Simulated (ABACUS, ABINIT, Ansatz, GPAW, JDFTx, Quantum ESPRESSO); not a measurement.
MnS: programs and potentials compared

```
CELL_PARAMETERS angstrom
0.00000 2.47346 2.47346
2.47346 0.00000 2.47346
2.47346 2.47346 0.00000
ATOMIC_POSITIONS crystal
Mn 0.00349 0.99627 0.00136
S 0.72711 0.73210 0.76250
```

The cell is a database's computed one, not the measured one.

Atoms were shifted at random by some hundredths of an Å from the given cell, which wasn't relaxed again for these runs.

Alike in all runs: task single point; functional PBEsol; k mesh 9 × 9 × 9; occupations fermi-dirac, width 0.05 eV; collinear spin, ferromagnetic start; no spin-orbit coupling. Pressure is positive in compression and, in plane waves, holds the error of the finite cutoff, which Ansatz's Pulay term estimates and takes out.

```tsv
program and potentials	plane-wave cutoff (eV)	notes	pressure (GPa)	net moment per atom (μB)	largest force (eV/Å)	energy over the undisturbed cell (meV/atom)
Ansatz, Ansatz PAW	420	potentials made for PBE, which Ansatz adapts in part; Pulay term of +0.02 GPa included	-2.04	0.12	1.449	38.40
JDFTx, PseudoDojo-SR-PBEsol-0.4.1-standard with smoothed tails	1306	-	-2.15	0.14	1.450	-
Quantum ESPRESSO, GBRV 1.5 PBEsol	612	-	-2.20	0.12	1.447	38.25
ABINIT, PseudoDojo NC SR PBEsol v0.4.1 standard	1306	-	-2.16	0.14	1.450	-
GPAW, PAW data sets generated for this functional	600	-	-1.36	0.11	1.452	-
ABACUS, PseudoDojo NC SR 0.4.1 PBEsol standard, plane waves	1320	-	-2.15	0.14	1.449	38.22
Ansatz, all-electron LAPW, scalar-relativistic	-	-	-2.04	0.12	1.445	-
```

Force on atom 2 (S), eV/Å:

```
                                        program and potentials       x      y      z
                                            Ansatz, Ansatz PAW  -0.093  0.495  1.358
JDFTx, PseudoDojo-SR-PBEsol-0.4.1-standard with smoothed tails  -0.092  0.489  1.362
                             Quantum ESPRESSO, GBRV 1.5 PBEsol  -0.094  0.494  1.356
               ABINIT, PseudoDojo NC SR PBEsol v0.4.1 standard  -0.092  0.489  1.362
             GPAW, PAW data sets generated for this functional  -0.093  0.499  1.360
   ABACUS, PseudoDojo NC SR 0.4.1 PBEsol standard, plane waves  -0.092  0.488  1.362
                Ansatz, all-electron LAPW, scalar-relativistic  -0.093  0.494  1.355
```

The pressure spans -2.20 (Quantum ESPRESSO, GBRV 1.5 PBEsol) to -1.36 GPa (GPAW, PAW data sets generated for this functional), with all-electron results at -2.04. The net moment per atom spans 0.11 (GPAW, PAW data sets generated for this functional) to 0.14 μB (JDFTx, PseudoDojo-SR-PBEsol-0.4.1-standard with smoothed tails), with all-electron results at 0.12. The state is the one that the start led to, which needn't be the lowest.

The functional is the same throughout but for its coding, so the spread measures potentials, basis and numerics; runs on potential files found faulty are left out.
